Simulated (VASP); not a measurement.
Here is a VASP 6.6.1 calculation.

File INCAR:

```
SYSTEM = BAs
PREC = Accurate
ENCUT = 600
EDIFF = 1E-6
ISMEAR = 0
SIGMA = 0.03
LREAL = .FALSE.
LASPH = .TRUE.
NELM = 80
ALGO = Normal
ISIF = 3
LWAVE = .FALSE.
LCHARG = .FALSE.
GGA = PE
IVDW = 12
IBRION = 2
NSW = 90
EDIFFG = -0.01
```

KPOINTS

```
Automatic mesh
0
G
  10 10 10
  0 0 0
```

File POSCAR:

```
BAs
1.0
    0.0000000000      2.3885000000      2.3885000000
    2.3885000000      0.0000000000      2.3885000000
    2.3885000000      2.3885000000      0.0000000000
B As
1 1
Direct
    0.0000000000      0.0000000000      0.0000000000
    0.2500000000      0.2500000000      0.2500000000
```

Potentials or basis: VASP PAW PBE potentials, release 64 (B, As).

The run is started by

```console
$ cat potpaw_PBE.64/B/POTCAR potpaw_PBE.64/As/POTCAR > POTCAR
$ mpirun -np 1 vasp_std > vasp.out
```

(1) Estimate the band gap on the k mesh.

(2) Estimate the relaxed volume.

(3) Predict the dispersion energy per atom.

Results:

(1) 1.17 eV, indirect (least direct gap 3.28 eV).

(2) 13.58 Å³/atom.

(3) -0.331 eV.
